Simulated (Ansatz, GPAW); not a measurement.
This is a calculation of Sn for Ansatz 0.2.0. This isn't the form of Sn at room conditions, which is tetragonal (white tin).

File input.yaml:

```yaml
crystal:
  lattice:
    - [0.0, 3.2333428, 3.2333428]
    - [3.2333428, 0.0, 3.2333428]
    - [3.2333428, 3.2333428, 0.0]
  atoms:
    - { symbol: Sn, position: [0.75, 0.75, 0.75] }
    - { symbol: Sn, position: [0.5, 0.5, 0.5] }
kpoints:
  mp_grid: { grid: [7, 7, 7] }
scf:
  occupations: { method: gaussian, width: 0.028 }
hamiltonian:
  xc: pbe
  pseudopotentials: { kind: all_electron, lapw: { basis_error: 0.001 } }
output:
  forces: true
  stress: true
  eigenvalues: true
```

Potentials or basis: all-electron LAPW, scalar-relativistic.

Launch:

```console
$ ansatz run input.yaml --threads 1 --pin off --max-ram 3072MiB --backend cpu --events-out ev --progress --plain --runs-dir out
```

**Question.** What does the same run look like in GPAW 26.7.0 (ASE script)? Potentials or basis there: GPAW PAW data sets (gpaw-data 1.2.1), cutoff 600 eV.

**Answer.** As run (cutoffs and basis follow the program's own potentials, and thresholds, step limits or extra output files can differ):

run.py

```python
from ase.dft.bandgap import bandgap
from ase.io import read, write
from ase.units import GPa
from gpaw import GPAW, PW

atoms = read('Sn.xyz')

calc = GPAW(mode=PW(600),
            xc='PBE',
            kpts={'size': (7, 7, 7), 'gamma': True},
            occupations={'name': 'methfessel-paxton', 'order': 0, 'width': 0.028000000000000004},
            nbands=24,
            convergence={'density': 1e-05, 'energy': 1e-05},
            maxiter=150,
            txt='gpaw.txt')
atoms.calc = calc
energy = atoms.get_potential_energy()
forces = atoms.get_forces()
stress = atoms.get_stress()
calc.write('gs.gpw')
write('result.traj', atoms)
print(f'Energy: {energy:.6f} eV')
print('Forces (eV/A):')
print(forces.round(4))
print('Stress (GPa):', (stress / GPa).round(3))
print('Fermi level:', round(calc.get_fermi_level(), 4), 'eV')
print(f'Gap: {bandgap(calc)[0]:.4f} eV, direct: {bandgap(calc, direct=True)[0]:.4f} eV')
```

Sn.xyz

```xyz
2
Lattice="0.0000000000 3.2333428000 3.2333428000 3.2333428000 0.0000000000 3.2333428000 3.2333428000 3.2333428000 0.0000000000" Properties=species:S:1:pos:R:3 pbc="T T T"
Sn     4.8500142000      4.8500142000      4.8500142000
Sn     3.2333428000      3.2333428000      3.2333428000
```

Potentials or basis: GPAW PAW data sets (gpaw-data 1.2.1), pw.

Run with:

```console
$ OMP_NUM_THREADS=1 python run.py
```

Both were run:

|  | Ansatz | GPAW |
| --- | --- | --- |
| Pressure | 3.8 GPa | 3.5 GPa |

Where Ansatz's input types no cutoff or centring, it takes its own default and a Γ-centred mesh.

Pressure is positive in compression.
